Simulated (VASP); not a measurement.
# BaS (Fm-3m) in VASP: notebook

Runs on BaS. Level: PBE. Tasks: relaxation of cell and atoms, single point.

Program: VASP 6.6.1. These are calculated values, not measurements. Logs are shortened: lines on timing, memory, paths and dates and some standing lists are left out, and cuts for length are marked.

## (1) The crystal as given

It takes space group Fm-3m (No. 225, cubic). The conventional cell has a = 6.388 Å, b = 6.388 Å, c = 6.388 Å, α = 90.00°, β = 90.00°, γ = 90.00°. Ba (site symmetry m-3m) is surrounded by 6 S at 3.19 Å. Around S (site symmetry m-3m) lie 6 Ba at 3.19 Å.

## (2) Relaxation of cell and atoms, PBE

INCAR reads:

```
PREC     = Accurate       # precision mode
ENCUT    = 600            # plane-wave cutoff, eV
EDIFF    = 1E-6           # SCF threshold, eV
ISMEAR   = 0              # smearing method
SIGMA    = 0.02           # smearing width, eV
LREAL    = F              # projectors in reciprocal space
LASPH    = T              # aspherical terms in the spheres
NELM     = 60             # most SCF steps
ALGO     = Normal         # electronic algorithm
ISIF     = 3              # what is computed and relaxed
LWAVE    = F              # write WAVECAR
LCHARG   = F              # write CHGCAR
GGA      = PE             # functional
IBRION   = 2              # ionic algorithm
NSW      = 100            # ionic steps
EDIFFG   = -0.005         # ionic threshold
```

KPOINTS reads:

```
regular mesh
0
Gamma
  8 8 8
```

POSCAR reads:

```
BaS
1.0
    0.0000000000      3.1937500000      3.1937500000
    3.1937500000      0.0000000000      3.1937500000
    3.1937500000      3.1937500000      0.0000000000
Ba S
1 1
Direct
    0.0000000000      0.0000000000      0.0000000000
    0.5000000000      0.5000000000      0.5000000000
```

Potentials or basis: VASP PAW PBE potentials, release 64 (Ba_sv, S).

Run with:

```bash
cat potpaw_PBE.64/Ba_sv/POTCAR potpaw_PBE.64/S/POTCAR > POTCAR
mpirun -np 1 vasp_std > vasp.out
```

OUTCAR:

```text
PREC = Accurate
   ENCUT = 600
   EDIFF = 1E-6
   ISMEAR = 0
   LREAL = F
   LASPH = T
   NELM = 60
   ISIF = 3
   GGA = PE
   IBRION = 2
   NSW = 100
   EDIFFG = -0.005

 ion  position               nearest neighbor table
   1  0.000  0.000  0.000-   2 3.19   2 3.19   2 3.19   2 3.19   2 3.19   2 3.19
   2  0.500  0.500  0.500-   1 3.19   1 3.19   1 3.19   1 3.19   1 3.19   1 3.19

  LATTYP: Found a face centered cubic cell.
 ALAT       =     6.3875000000

  Lattice vectors:

 A1 = (   0.0000000000,   3.1937500000,   3.1937500000)
 A2 = (   3.1937500000,   0.0000000000,   3.1937500000)
 A3 = (   3.1937500000,   3.1937500000,   0.0000000000)

Analysis of symmetry for initial positions (statically):
=====================================================================
 Subroutine PRICEL returns:
 Original cell was already a primitive cell.

 Routine SETGRP: Setting up the symmetry group for a
 face centered cubic supercell.

 Subroutine GETGRP returns: Found 48 space group operations
 (whereof 48 operations were pure point group operations)
 out of a pool of 48 trial point group operations.

The static configuration has the point symmetry O_h .

Analysis of symmetry for dynamics (positions and initial velocities):
=====================================================================
 Subroutine PRICEL returns:
 Original cell was already a primitive cell.

 Routine SETGRP: Setting up the symmetry group for a
 face centered cubic supercell.

 Subroutine GETGRP returns: Found 48 space group operations
 (whereof 48 operations were pure point group operations)
 out of a pool of 48 trial point group operations.

The dynamic configuration has the point symmetry O_h .

 Subroutine INISYM returns: Found 48 space group operations
 (whereof 48 operations are pure point group operations),
 and found     1 'primitive' translations

----------------------------------------------------------------------------------------

                                     Primitive cell

  volume of cell :      65.1527

  direct lattice vectors                    reciprocal lattice vectors
     0.000000000  3.193750000  3.193750000    -0.156555773  0.156555773  0.156555773
     3.193750000  0.000000000  3.193750000     0.156555773 -0.156555773  0.156555773
     3.193750000  3.193750000  0.000000000     0.156555773  0.156555773 -0.156555773

  length of vectors
     4.516644565  4.516644565  4.516644565     0.271162553  0.271162553  0.271162553

  position of ions in fractional coordinates (direct lattice)
[... 98 lines left out ...]
     AMIX     =   0.40;   BMIX     =  1.00
     AMIX_MAG =   1.60;   BMIX_MAG =  1.00
  volume/ion in A,a.u.               =      32.58       219.84
  Fermi-wavevector in a.u.,A,eV,Ry     =   1.025189  1.937326 14.299891  1.051012
  Thomas-Fermi vector in A             =   2.159016
   LORBIT       =      0    0 simple, 1 ext, 2 COOP (PROOUT), +10 PAW based schemes
   GGA     = PE    functional components
   LHFCALC =     F    Hartree Fock is set to
   AEXX    =    0.0000 exact exchange contribution
   IVDW    =     0    specifies the selected vdW correction
   LEPSILON=     F    determine dielectric tensor
   LRPA    =     F    only Hartree local field effects (RPA)
 conjugate gradient relaxation of ions
 non-spin polarized calculation
 Gauss-broadening in eV      SIGMA  =   0.02
  energy-cutoff  :      600.00
  volume of cell :       65.15
 maximum number of plane-waves:      2200
   NGX = 17   NGY = 17   NGZ = 17

--------------------------------------- Ionic step        1  -------------------------------------------

 number of electron      16.0000001 magnetization

 Free energy of the ion-electron system (eV)
  ---------------------------------------------------
  ext. energy  EPLUGINS =         0.00000000
  ---------------------------------------------------
  free energy    TOTEN  =       -10.18522013 eV

  energy without entropy =      -10.18522013  energy(sigma->0) =      -10.18522013

------------------------ aborting loop because EDIFF is reached ----------------------------------------

  FORCE on cell =-STRESS in cart. coord.  units (eV):
  Direction    XX          YY          ZZ          XY          YZ          ZX
  --------------------------------------------------------------------------------------
  -------------------------------------------------------------------------------------
  Total        0.5844327      0.5844327      0.5844327     -0.0000000      0.0000000      0.0000000
  in kB       14.3718399     14.3718399     14.3718399     -0.0000000      0.0000000      0.0000000
  external PRESSURE =      14.3718399 kB  Pullay stress =       0.0000000 kB
[... 59 lines left out ...]
--------------------------------------- Ionic step        3  -------------------------------------------

 number of electron      16.0000001 magnetization

 Free energy of the ion-electron system (eV)
  ---------------------------------------------------
  ext. energy  EPLUGINS =         0.00000000
  ---------------------------------------------------
  free energy    TOTEN  =       -10.19455935 eV

  energy without entropy =      -10.19455935  energy(sigma->0) =      -10.19455935

 E-fermi :   1.4562     XC(G=0):  -8.4922

 val. band max:        1.2892606799   @ k =   0.0000   0.0000   0.0000
 cond. band min:       3.4483043898   @ k =   0.5000   0.5000   0.0000
 fundamental gap:      2.1590437099
 Fermi energy:         1.4562173839

 k-point     1 :       0.0000    0.0000    0.0000
  band No.  band energies     occupation
      1     -24.8891      2.00000
      2      -9.9488      2.00000
      3      -9.9488      2.00000
      4      -9.9488      2.00000
      5      -9.0219      2.00000
      6       1.2893      2.00000
      7       1.2893      2.00000
      8       1.2893      2.00000
      9       4.7340      0.00000
     10       5.1514      0.00000
     11       5.1514      0.00000
     12       5.1514      0.00000
[... 331 lines left out ...]
 k-point    24 :      -0.3750    0.2500    0.1250
  band No.  band energies     occupation
      1     -24.8454      2.00000
      2     -10.7560      2.00000
      3     -10.1206      2.00000
      4     -10.0416      2.00000
      5      -8.1938      2.00000
      6      -0.1446      2.00000
      7       0.4614      2.00000
      8       0.5255      2.00000
      9       5.9283      0.00000
     10       6.0969      0.00000
     11       7.8090      0.00000
     12       7.9960      0.00000

 [... further k-points ...]
[... 5 lines left out ...]
  --------------------------------------------------------------------------------------
  -------------------------------------------------------------------------------------
  Total        0.0009871      0.0009871      0.0009871     -0.0000000      0.0000000      0.0000000
  in kB        0.0235024      0.0235024      0.0235024     -0.0000000      0.0000000      0.0000000
  external PRESSURE =       0.0235024 kB  Pullay stress =       0.0000000 kB
[... 17 lines left out ...]
  FREE ENERGIE OF THE ION-ELECTRON SYSTEM (eV)
  ---------------------------------------------------
  free  energy   TOTEN  =       -10.1945593517 eV

  energy  without entropy=      -10.1945593517  energy(sigma->0) =      -10.19455935

 reached required accuracy - stopping structural energy minimisation
```

It took 30 s on 1 thread of Intel Xeon 6975P-C (Granite Rapids), shared host; peak memory 0.22 GiB.

What came out:

```yaml
Free_energy: -10.1946 eV
Relaxed_volume: 33.65 Å³/atom
Relaxed_cell: a = 4.566 Å, b = 4.566 Å, c = 4.566 Å, α = 60.00°, β = 60.00°, γ = 60.00°
Space_group_after_relaxing_to_0.05_Å: Fm-3m (No. 225)
Energy_gained_by_relaxing: 4.7 meV/atom
Ionic_steps: 3
Pressure_after_relaxing: 0.0 GPa
Band_gap_on_the_k_mesh: 2.16 eV, indirect (least direct gap 2.31 eV)
```

Step by step:
| step | energy change (eV) | largest force (eV/Å) | pressure (GPa) | volume (Å³) |
| --- | --- | --- | --- | --- |
| 1 | 0.0000 | 0.0000 | 1.44 | 65.15 |
| 2 | -0.0085 | 0.0000 | -0.39 | 67.95 |
| 3 | -0.0093 | 0.0000 | 0.00 | 67.29 |

Final structure:
```
Ba S
1.0
     0.00000    3.22835    3.22835
     3.22835    0.00000    3.22835
     3.22835    3.22835    0.00000
Ba S
1 1
Cartesian
  0.0000 0.0000 0.0000
  3.2284 3.2284 3.2284
```

Levels at points of the mesh, in eV from the valence-band top:
```tsv
k point	band 5	band 6	band 7	band 8	band 9	band 10	band 11	band 12
(0.00, 0.00, 0.00)	-10.31	0.00	0.00	0.00	3.44	3.86	3.86	3.86
(0.50, 0.00, 0.00)	-9.21	-1.87	-1.03	-1.03	5.43	5.59	6.18	6.18
(0.50, 0.50, 0.00)	-10.22	-0.56	-0.15	-0.15	2.16	5.83	5.85	7.32
```

Caveat: spin-orbit coupling is left out, which moves the levels of the heavy elements. PBE usually gives volumes a little too large and moduli too small.

## (3) Single point, PBE, non-collinear spin, zero start, spin-orbit coupling

This run uses another cell than the first one, of 33.21 Å³/atom, 1.020 times its volume.

INCAR reads:

```
PREC     = Accurate       # precision mode
ENCUT    = 520            # plane-wave cutoff, eV
EDIFF    = 1E-7           # SCF threshold, eV
ISMEAR   = 0              # smearing method
SIGMA    = 0.02           # smearing width, eV
LREAL    = F              # projectors in reciprocal space
LASPH    = T              # aspherical terms in the spheres
NELM     = 150            # most SCF steps
ALGO     = Normal         # electronic algorithm
ISIF     = 2              # what is computed and relaxed
LWAVE    = F              # write WAVECAR
LCHARG   = F              # write CHGCAR
LNONCOLLINEAR= T              # non-collinear magnetism
MAGMOM   = 0 0 0 0 0 0    # initial moments
LORBIT   = 11             # projections on sites
LSORBIT  = T              # spin-orbit coupling
GGA_COMPAT= F            
LORBMOM  = T            
GGA      = PE             # functional
NBANDS   = 28             # bands
```

KPOINTS reads:

```
Automatic mesh
0
Gamma
  8 8 8
```

POSCAR reads:

```
BaS
1.0
    0.0000000000      3.2143926808      3.2143926808
    3.2143926808      0.0000000000      3.2143926808
    3.2143926808      3.2143926808      0.0000000000
Ba S
1 1
Direct
    0.0000000000      0.0000000000      0.0000000000
    0.5000000000      0.5000000000      0.5000000000
```

Potentials or basis: VASP PAW PBE potentials, release 64 (Ba_sv, S).

Run with:

```bash
cat potpaw_PBE.64/Ba_sv/POTCAR potpaw_PBE.64/S/POTCAR > POTCAR
mpirun -np 1 vasp_ncl > vasp.out
```

OUTCAR:

```text
PREC = Accurate
   ENCUT = 520
   EDIFF = 1E-7
   ISMEAR = 0
   LREAL = F
   LASPH = T
   NELM = 150
   ISIF = 2
   LNONCOLLINEAR = T
   LORBIT = 11
   LSORBIT = T
   GGA = PE

 ion  position               nearest neighbor table
   1  0.000  0.000  0.000-   2 3.21   2 3.21   2 3.21   2 3.21   2 3.21   2 3.21
   2  0.500  0.500  0.500-   1 3.21   1 3.21   1 3.21   1 3.21   1 3.21   1 3.21

  LATTYP: Found a face centered cubic cell.
 ALAT       =     6.4287853616

  Lattice vectors:

 A1 = (   0.0000000000,   3.2143926808,   3.2143926808)
 A2 = (   3.2143926808,   0.0000000000,   3.2143926808)
 A3 = (   3.2143926808,   3.2143926808,   0.0000000000)

Analysis of symmetry for initial positions (statically):
=====================================================================
 Subroutine PRICEL returns:
 Original cell was already a primitive cell.

 Routine SETGRP: Setting up the symmetry group for a
 face centered cubic supercell.

 Subroutine GETGRP returns: Found 48 space group operations
 (whereof 48 operations were pure point group operations)
[... 1010 lines left out ...]
     0.0000000     0.0000000     0.0000000     0.0000000     0.0000000     0.0000000     0.0000000
     0.0000000     0.0000000     0.0000000     0.0000000     0.0000000     0.0000000     0.0000000
     0.0000000     0.0000000     0.0000000     0.0000000     0.0000000     0.0000000     0.0000000
     0.0000000     0.0000000     0.0000000     0.0000000     0.0000000     0.0000000     0.0000000
     0.0000000     0.0000000     0.0000000     0.0000000     0.0000000     0.0000000     0.0000000
     0.0000000     0.0000000     0.0000000     0.0000000     0.0000000     0.0000000     0.0000000

 Ion:    2  E_soc:     -0.0023798
 l=   1
     0.0000000    -0.0003966    -0.0003966
    -0.0003966     0.0000000    -0.0003966
    -0.0003966    -0.0003966     0.0000000
 l=   2
     0.0000000     0.0000000     0.0000000     0.0000000     0.0000000
     0.0000000     0.0000000     0.0000000     0.0000000     0.0000000
     0.0000000     0.0000000     0.0000000     0.0000000     0.0000000
     0.0000000     0.0000000     0.0000000     0.0000000     0.0000000
     0.0000000     0.0000000     0.0000000     0.0000000     0.0000000
 l=   3
     0.0000000     0.0000000     0.0000000     0.0000000     0.0000000     0.0000000     0.0000000
     0.0000000     0.0000000     0.0000000     0.0000000     0.0000000     0.0000000     0.0000000
     0.0000000     0.0000000     0.0000000     0.0000000     0.0000000     0.0000000     0.0000000
     0.0000000     0.0000000     0.0000000     0.0000000     0.0000000     0.0000000     0.0000000
     0.0000000     0.0000000     0.0000000     0.0000000     0.0000000     0.0000000     0.0000000
     0.0000000     0.0000000     0.0000000     0.0000000     0.0000000     0.0000000     0.0000000
     0.0000000     0.0000000     0.0000000     0.0000000     0.0000000     0.0000000     0.0000000

 total charge

# of ion       s       p       d       tot
------------------------------------------
    1        2.010   5.617   0.268   7.895
    2        1.321   2.423   0.000   3.744
--------------------------------------------------
tot          3.330   8.040   0.268  11.638

 magnetization (x)

# of ion       s       p       d       tot
------------------------------------------
    1        0.000  -0.000   0.000   0.000
    2       -0.000  -0.000   0.000  -0.000
--------------------------------------------------
tot          0.000  -0.000   0.000   0.000

 magnetization (y)

# of ion       s       p       d       tot
------------------------------------------
    1        0.000   0.000   0.000   0.000
    2       -0.000  -0.000   0.000  -0.000
--------------------------------------------------
tot         -0.000  -0.000   0.000  -0.000

 magnetization (z)

# of ion       s       p       d       tot
------------------------------------------
    1       -0.000  -0.000   0.000  -0.000
    2        0.000   0.000   0.000   0.000
--------------------------------------------------
tot         -0.000   0.000   0.000  -0.000
```

OSZICAR:

```text
N       E                     dE             d eps       ncg     rms          rms(c)
DAV:   1     0.967150526942E+02    0.96715E+02   -0.66908E+03  1624   0.986E+02
DAV:   2    -0.391982802346E+01   -0.10063E+03   -0.93119E+02  2156   0.193E+02
DAV:   3    -0.107027982208E+02   -0.67830E+01   -0.67282E+01  2256   0.511E+01
DAV:   4    -0.108752789685E+02   -0.17248E+00   -0.17221E+00  2436   0.757E+00
DAV:   5    -0.108765873822E+02   -0.13084E-02   -0.13077E-02  2044   0.655E-01    0.469E+00
DAV:   6    -0.103660541771E+02    0.51053E+00   -0.79401E-01  2052   0.577E+00    0.348E+00
DAV:   7    -0.103724860827E+02   -0.64319E-02   -0.26611E-01  2080   0.291E+00    0.178E+00
DAV:   8    -0.103863992372E+02   -0.13913E-01   -0.32288E-02  1812   0.127E+00    0.433E-01
DAV:   9    -0.103870767801E+02   -0.67754E-03   -0.61096E-03  2016   0.629E-01    0.234E-01
DAV:  10    -0.103875179606E+02   -0.44118E-03   -0.13975E-03  1988   0.205E-01    0.990E-02
DAV:  11    -0.103878752454E+02   -0.35728E-03   -0.28595E-04  1752   0.116E-01    0.317E-02
DAV:  12    -0.103879339979E+02   -0.58753E-04   -0.76520E-05  1944   0.591E-02    0.138E-02
DAV:  13    -0.103879365468E+02   -0.25490E-05   -0.37751E-06  2024   0.129E-02    0.436E-03
DAV:  14    -0.103879368372E+02   -0.29035E-06   -0.97646E-07  1796   0.598E-03    0.151E-03
DAV:  15    -0.103879368363E+02    0.91995E-09   -0.29146E-08  1616   0.935E-04
   1 F= -.10387937E+02 E0= -.10387937E+02  d E =-.998252E-35  mag=    -0.0000    -0.0000     0.0000
```

stdout:

```text
POSCAR found type information on POSCAR BaS
 POSCAR found :  2 types and       2 ions
 scaLAPACK will be used
 LDA part: xc-table for (Slater+PW92), standard interpolation
 POSCAR, INCAR and KPOINTS ok, starting setup
 FFT: planning ... GRIDC
 FFT: planning ... GRID_SOFT
 FFT: planning ... GRID
 WAVECAR not read
 entering main loop
```

It took 98 s on 1 thread of Intel Xeon 6975P-C (Granite Rapids), shared host; peak memory 0.41 GiB.

What came out:

```
Free energy                                           : -10.3879 eV
Pressure                                              : 0.5 GPa
Net moment                                            : 0.00 μB per cell
Valence electrons inside the program's atomic spheres : Ba 7.89; S 3.74
```

Moments on the atoms (μB; x, y, z):
```
Ba  0.00 0.00 0.00
S   0.00 0.00 0.00
```
